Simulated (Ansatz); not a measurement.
# The I–V curve of a Sc/ZnO/Mg junction, part 2 of 5

Wanted: I(V) for Sc/ZnO/Mg. The lower electrode is Sc hcp(0001), the upper one Mg hcp(0001); the barrier is ZnO wurtzite(0001) (whole bilayers). In the first transport cell, after relaxation, the nearest pair of electrode and barrier is Sc–O at 2.40 Å, at a slant, at the lower face and Mg–Zn at 2.95 Å, at a slant, at the upper one. All share a net of side 3.29 Å, which strains the lower electrode by -0.9 %, the upper one by +3.1 % and the barrier by +0.0 %, against typed lattice constants near PBE's. The first steps treat the bulk electrodes alone.

Ansatz 0.2.0; PBE DFT, plane waves, PAW files (the session's first sound run).

So far: Set-up; Layer spacing of the electrode, electrode Sc hcp(0001); The strained electrode, electrode Mg hcp(0001).

## Step 4: Relaxing the interfaces

System of this step: Sc/ZnO/Mg. The cell holds 16 atoms: 4 Sc, 4 O, 4 Zn and 4 Mg. Its edges and angles: a = 3.290 Å, b = 3.290 Å, c = 43.363 Å, α = 90.0°, β = 90.0°, γ = 120.0°. Vacuum lies along c.

The starting distances are typed guesses, too rough for a quantity that is exponential in distance. A short slab in vacuum serves: only the barrier and the layers next to it are taken over, and later cells can add or drop layers in the barrier's middle. The dipole correction removes the field that unlike faces would set up across the vacuum.

input.yaml

```yaml
crystal:
  lattice:
    - [3.29, 0.0, 0.0]
    - [-1.645, 2.8492235785, 0.0]
    - [0.0, 0.0, 43.3629888331]
  atoms:
    - { symbol: Sc, position: [0.33333333, 0.66666667, 0.1844891281] }
    - { symbol: Sc, position: [0.0, 0.0, 0.244363213] }
    - { symbol: Sc, position: [0.33333333, 0.66666667, 0.304237298] }
    - { symbol: Sc, position: [0.0, 0.0, 0.3641113829] }
    - { symbol: O, position: [0.33333333, 0.66666667, 0.398317101] }
    - { symbol: Zn, position: [0.66666667, 0.33333333, 0.4129839867] }
    - { symbol: O, position: [0.66666667, 0.33333333, 0.4594291247] }
    - { symbol: Zn, position: [0.33333333, 0.66666667, 0.4740960103] }
    - { symbol: O, position: [0.33333333, 0.66666667, 0.5205411483] }
    - { symbol: Zn, position: [0.66666667, 0.33333333, 0.535208034] }
    - { symbol: O, position: [0.66666667, 0.33333333, 0.581653172] }
    - { symbol: Zn, position: [0.33333333, 0.66666667, 0.5963200577] }
    - { symbol: Mg, position: [0.66666667, 0.33333333, 0.6399194405] }
    - { symbol: Mg, position: [0.0, 0.0, 0.6984499177] }
    - { symbol: Mg, position: [0.66666667, 0.33333333, 0.7569803948] }
    - { symbol: Mg, position: [0.0, 0.0, 0.8155108719] }
kpoints:
  mp_grid: { grid: [8, 8, 1] }
scf:
  occupations: { method: fermi_dirac, width: 0.1 }
  max_iter: 150
hamiltonian:
  xc: pbe
efield:
  axis: 3
  dipole_correction: true
relax:
  f_tol: 0.04
  max_steps: 60
output:
  forces: true
```

Started as:

```console
> ansatz run input.yaml --threads 4 --pin off --max-ram 16384MiB --backend cpu --events-out ev --progress --plain --runs-dir out
```

Numbers of over 12 decimals in the logs are rounded to 6 here.

Log:

```text
[...]
Crystal: 16 atoms, lattice volume = 406.482 Å³
Basis set: ecut = 420 eV, 8101 PW (Γ), exchange–correlation on 48×48×600 points (8 copies of the dense FFT grid, shifted against one another)
Bands: 94, of which v1, the nominal top of the filled ones, is band 78 counted from 1 (77 counted from 0)
Symmetry: 6 space group operations
[...]
k-points: 10 of 64 (time reversal used)
[...]
SCF iter   1: F=—  HF=-31784.699240 eV  |F-HF|=—  |Δ(HF+E_count)|=         —  Δρ=7.53e-3  dr2=1.13e1  ethr=1.77e-3  p=0.010 e·Å  D=4.40e-3 V/Å  ΔV_dip=-0.19 eV  dr2_dipole=1.38e1  V_vac-E_F(+/−)=3.56/3.76 eV  ⟨swp⟩=8.3  Hψ=4140  notcnv=0
efield: sawtooth ramp at fractional position 0.9500 (placed from the atoms, in the widest stretch of the axis that holds none; the zero of the levels goes with the place), width 0.1000; the density the first Hamiltonian is built on has a dipole p = 0.010 e·Å; the dipole correction subtracts the counter field D = 4.40e-3 V/Å, which shifts the + side's vacuum level by -0.19 eV against the − side's; the planar-averaged density in the ramp window peaks in size at 1.0e-4 e/Å³
[...]
SCF iter   2: F=—  HF=-31784.597177 eV  |F-HF|=—  |Δ(HF+E_count)|=   1.02e-1  Δρ=2.25e-3  dr2=7.25e-2  ethr=1.77e-3  p=-0.013 e·Å  D=-5.69e-3 V/Å  ΔV_dip=0.25 eV  dr2_dipole=3.46e-2  V_vac-E_F(+/−)=3.78/3.54 eV  ⟨swp⟩=1.0  Hψ=1090  notcnv=0
[...]
SCF iter   7: F=-31784.593515 eV  HF=-31784.593534 eV  |F-HF|=1.86e-5  |Δ(HF+E_count)|=   7.30e-6  Δρ=4.34e-5  dr2=1.91e-5  ethr=2.56e-8  p=-0.006 e·Å  D=-2.45e-3 V/Å  ΔV_dip=0.11 eV  dr2_dipole=4.82e-6  V_vac-E_F(+/−)=3.75/3.64 eV  ⟨swp⟩=3.6  Hψ=3793  notcnv=0
WARN: efield: at this solve's end the planar-averaged density reaches 4.20e-5 e/Å³ inside the ramp window [0.9269, 0.0731] (bound 1e-5 e/Å³); by the running means of the window's planes the mean density over a ramp is at most 4.19e-5 e/Å³, which is held to the bound (the quickstart, § The vacuum guard, A window that rings); the window's nearer edge stands 4.83 Å from this solve's nearest atom along the axis. Its work [...]
SCF 1 converged in 7 iterations: F = -31784.593515 eV  dr2 = 1.91e-5
[...]
relax step   1: F+E_penalty+E_count = -31784.59351518 eV  Δ(F+E_penalty+E_count) = +0.000e0 eV  max|allowed force component| = 1.838e0 eV/Å  Δτ_max = 0.0000 Å  (7 SCF iters, dr2 threshold 4.00e-5 eV, accepted)
[...]
SCF iter   1: F=—  HF=-31784.973440 eV  |F-HF|=—  |Δ(HF+E_count)|=         —  Δρ=8.73e-3  dr2=1.01e1  ethr=3.10e-3  p=-0.006 e·Å  D=-2.45e-3 V/Å  ΔV_dip=0.11 eV  dr2_dipole=3.52e0  V_vac-E_F(+/−)=3.78/3.67 eV  ⟨swp⟩=4.6  Hψ=2547  notcnv=0
efield: sawtooth ramp at fractional position 0.9500 (handed on by an earlier solve), width 0.1000; the density the first Hamiltonian is built on has a dipole p = -0.006 e·Å; the dipole correction subtracts the counter field D = -2.45e-3 V/Å, which shifts the + side's vacuum level by +0.11 eV against the − side's; the planar-averaged density in the ramp window peaks in size at 4.6e-5 e/Å³
[...]
SCF iter   2: F=—  HF=-31784.877580 eV  |F-HF|=—  |Δ(HF+E_count)|=   9.59e-2  Δρ=3.16e-3  dr2=1.11e-1  ethr=3.10e-3  p=-0.005 e·Å  D=-2.29e-3 V/Å  ΔV_dip=0.10 eV  dr2_dipole=1.12e-2  V_vac-E_F(+/−)=3.78/3.68 eV  ⟨swp⟩=1.0  Hψ=1090  notcnv=0
[...]
SCF iter   7: F=-31784.870253 eV  HF=-31784.870276 eV  |F-HF|=2.29e-5  |Δ(HF+E_count)|=   2.24e-5  Δρ=6.57e-5  dr2=3.41e-5  ethr=6.41e-8  p=-0.007 e·Å  D=-3.06e-3 V/Å  ΔV_dip=0.13 eV  dr2_dipole=7.19e-8  V_vac-E_F(+/−)=3.76/3.62 eV  ⟨swp⟩=3.1  Hψ=3383  notcnv=0
[...]
SCF 2 converged in 7 iterations: F = -31784.870253 eV  dr2 = 3.41e-5
[...]
relax step   2: F+E_penalty+E_count = -31784.87025296 eV  Δ(F+E_penalty+E_count) = -2.767e-1 eV  max|allowed force component| = 1.046e0 eV/Å  Δτ_max = 0.1929 Å  (7 SCF iters, dr2 threshold 1.00e-4 eV, accepted)
SCF iter   1: F=—  HF=-31785.089023 eV  |F-HF|=—  |Δ(HF+E_count)|=         —  Δρ=7.50e-3  dr2=5.97e0  ethr=3.10e-3  p=-0.007 e·Å  D=-3.06e-3 V/Å  ΔV_dip=0.13 eV  dr2_dipole=1.38e0  V_vac-E_F(+/−)=3.77/3.64 eV  ⟨swp⟩=4.9  Hψ=2525  notcnv=0
[...]
SCF iter   7: F=-31785.018474 eV  HF=-31785.018508 eV  |F-HF|=3.42e-5  |Δ(HF+E_count)|=   2.60e-6  Δρ=7.81e-5  dr2=3.30e-5  ethr=4.38e-8  p=-0.007 e·Å  D=-3.24e-3 V/Å  ΔV_dip=0.14 eV  dr2_dipole=2.83e-6  V_vac-E_F(+/−)=3.77/3.63 eV  ⟨swp⟩=3.1  Hψ=3514  notcnv=0
[...]
SCF 3 converged in 7 iterations: F = -31785.018474 eV  dr2 = 3.30e-5
relax step   3: F+E_penalty+E_count = -31785.01847388 eV  Δ(F+E_penalty+E_count) = -1.482e-1 eV  max|allowed force component| = 3.710e-1 eV/Å  Δτ_max = 0.1920 Å  (7 SCF iters, dr2 threshold 6.83e-5 eV, accepted)
[...]
relax step   4: F+E_penalty+E_count = -31785.06144897 eV  Δ(F+E_penalty+E_count) = -4.298e-2 eV  max|allowed force component| = 1.741e-1 eV/Å  Δτ_max = 0.1910 Å  (7 SCF iters, dr2 threshold 1.73e-5 eV, accepted)
[...]
relax step   5: F+E_penalty+E_count = -31785.06813711 eV  Δ(F+E_penalty+E_count) = -6.688e-3 eV  max|allowed force component| = 1.566e-1 eV/Å  Δτ_max = 0.0521 Å  (7 SCF iters, dr2 threshold 3.81e-6 eV, accepted)
[...]
relax step   6: F+E_penalty+E_count = -31785.07156320 eV  Δ(F+E_penalty+E_count) = -3.426e-3 eV  max|allowed force component| = 3.415e-2 eV/Å  Δτ_max = 0.0221 Å  (6 SCF iters, dr2 threshold 5.40e-6 eV, accepted)
[...]
SCF iter   5: F=-31785.071568 eV  HF=-31785.071568 eV  |F-HF|=2.33e-8  |Δ(HF+E_count)|=   1.80e-8  Δρ=1.18e-6  dr2=2.52e-8  ethr=6.41e-11  p=-0.007 e·Å  D=-3.24e-3 V/Å  ΔV_dip=0.14 eV  dr2_dipole=4.79e-10  V_vac-E_F(+/−)=3.76/3.62 eV  ⟨swp⟩=4.1  Hψ=2947  notcnv=0
[...]
SCF 7 converged in 5 iterations: F = -31785.071568 eV  dr2 = 2.52e-8
relax step   7: F+E_penalty+E_count = -31785.07156795 eV  Δ(F+E_penalty+E_count) = -4.746e-6 eV  max|allowed force component| = 3.402e-2 eV/Å  Δτ_max = 0.0000 Å  (5 SCF iters, accepted)
SCF converged after 5 iterations
Free energy (F): -31785.071568 eV
[...]
Internal energy: -31784.711464 eV  (E = F + TS)
E sigma→0 (E₀):  -31784.891516 eV
Entropy (-TS):   -0.360104 eV (-22.506 meV/atom)
Fermi energy:    4.712372 eV
Dipole field:    D = -0.003220 V/Å  (p = -0.007233 e·Å, saw-weighted, corrected)
Work function:   Φ+ = 3.7581 eV   Φ− = 3.6179 eV
Levels:          The Fermi level and band energies are counted from a zero that moves with the ramp; work functions are not
Vacuum region:   at the solve's end the planar-averaged density reaches 8.68e-5 e/Å³ inside the ramp window [0.9269, 0.0731] (bound 1e-5 e/Å³); by the running means of the window's planes the mean density over a ramp is at most 8.44e-5 e/Å³, which is held to the bound (the quickstart, § The vacuum guard, A window that rings)
[...]
--- Forces (eV/Å), atoms counted from 1 ---
  atom   1  Sc     0.00000000    -0.00000000     0.00203766
  atom   2  Sc    -0.00000000     0.00000000    -0.00130017
  atom   3  Sc     0.00000000    -0.00000000     0.00110008
  atom   4  Sc     0.00000000     0.00000000     0.00465589
  atom   5  O      0.00000000     0.00000000    -0.03084117
  atom   6  Zn     0.00000000    -0.00000000    -0.00570505
  atom   7  O      0.00000000     0.00000000     0.03401640
  atom   8  Zn     0.00000000     0.00000000    -0.00010349
  atom   9  O      0.00000000    -0.00000000     0.00812926
  atom  10  Zn     0.00000000    -0.00000000    -0.00699507
  atom  11  O      0.00000000     0.00000000     0.01623324
  atom  12  Zn     0.00000000     0.00000000    -0.02361920
  atom  13  Mg     0.00000000     0.00000000     0.00584797
  atom  14  Mg     0.00000000     0.00000000    -0.00107575
  atom  15  Mg     0.00000000    -0.00000000    -0.00116137
  atom  16  Mg     0.00000000     0.00000000    -0.00122487
  max |Σ_I F_I| component: 5.65e-6 eV/Å
--- Relaxed structure (7 steps of the walk, 7 accepted, 0 SCFs on fresh bases) ---
  F+E_penalty+E_count = -31785.07156795 eV   max|allowed force component| = 3.402e-2 eV/Å
  atoms:
    - { symbol: Sc, position: [0.333333, 0.666667, 0.176991] }
    - { symbol: Sc, position: [-1.784380735715716e-17, 0, 0.235218] }
    - { symbol: Sc, position: [0.333333, 0.666667, 0.295504] }
    - { symbol: Sc, position: [-1.669222351369213e-17, 0, 0.355556] }
    - { symbol: O, position: [0.333333, 0.666667, 0.389368] }
    - { symbol: Zn, position: [0.666667, 0.333333, 0.412687] }
    - { symbol: O, position: [0.666667, 0.333333, 0.457107] }
    - { symbol: Zn, position: [0.333333, 0.666667, 0.473796] }
    - { symbol: O, position: [0.333333, 0.666667, 0.519142] }
    - { symbol: Zn, position: [0.666667, 0.333333, 0.535026] }
    - { symbol: O, position: [0.666667, 0.333333, 0.580735] }
    - { symbol: Zn, position: [0.333333, 0.666667, 0.597989] }
    - { symbol: Mg, position: [0.666667, 0.333333, 0.650061] }
    - { symbol: Mg, position: [2.2664940263960503e-17, 0, 0.710067] }
    - { symbol: Mg, position: [0.666667, 0.333333, 0.769110] }
    - { symbol: Mg, position: [2.486151311265118e-17, 0, 0.828253] }
```

Wall time 54 s (4 threads of Arm Neoverse V1, shared host); peak memory 1.2 GiB; 3.5 min of CPU time.

The steps of the relaxation:

```csv
step,energy less that of the first step (eV),largest force component (eV/Å)
1,0.0000,1.8379
2,-0.2767,1.0457
3,-0.4250,0.3710
4,-0.4679,0.1741
5,-0.4746,0.1566
6,-0.4780,0.0342
7,-0.4781,0.0340
```

Forces are held to the 6 operations that the run works with; a distortion that breaks them can't arise in this run.

The atoms that moved most (Å):

```csv
atom,dx,dy,dz,length
Mg16,0.000,0.000,0.553,0.553
Mg15,0.000,0.000,0.526,0.526
Mg14,0.000,0.000,0.504,0.504
Mg13,0.000,0.000,0.440,0.440
Sc2,0.000,0.000,-0.397,0.397
O5,0.000,0.000,-0.388,0.388
Sc3,0.000,0.000,-0.379,0.379
Sc4,0.000,0.000,-0.371,0.371
```

Numbers from this step:

* free energy: -31785.0716 eV
* Fermi energy: 4.712 eV

The largest force component on a free atom ends at 0.034 eV/Å. At one or more of this run's solves the program warned of density in the dipole ramp over its bound, where dipole, forces and levels can be off.

[end of part 2 of 5]

[Logs are printed without paths, hosts, clocks, repeated set-up lines and the standing remarks that a program may print on its own settings, such as how far it seeks lower states.]

[Hosts, paths, dates, database ids (printed as entryN), source tags and the programs' standing remarks are cut or masked in the printed files.]
